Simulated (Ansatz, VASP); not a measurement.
One calculation of Pt, two programs

```
Pt
1.0
     0.00000    1.80736    1.80736
     1.80736    0.00000    1.80736
     1.80736    1.80736    0.00000
Pt
1
Direct
  0.00000 0.00000 0.00000
```

Change from the starting cell: volume scaled by 0.8, LAPW.

Alike in both runs: task single point; functional LDA; k mesh 17 × 17 × 17; occupations fermi-dirac, width 0.05 eV; no spin polarisation.

|  | VASP | Ansatz |
| --- | --- | --- |
| version | VASP 6.6.1 | Ansatz 0.2.0 |
| potentials or method | VASP PAW LDA potentials, release 64 (Pt), cutoff 520 eV | all-electron LAPW, scalar-relativistic |

|  | VASP | Ansatz | Ansatz less VASP |
| --- | --- | --- | --- |
| pressure (GPa) | 125.3 | 122.6 | -2.78 |

Ansatz ran all-electron here, so the differences hold the error of VASP's frozen core and of both bases.

Caveats: the cell as given lies far from equilibrium; so large a pressure means that the cell lies far from this level's equilibrium, or that cutoff or potentials fall short (VASP). The runs have no spin-orbit coupling, so splittings on Pt are missing.
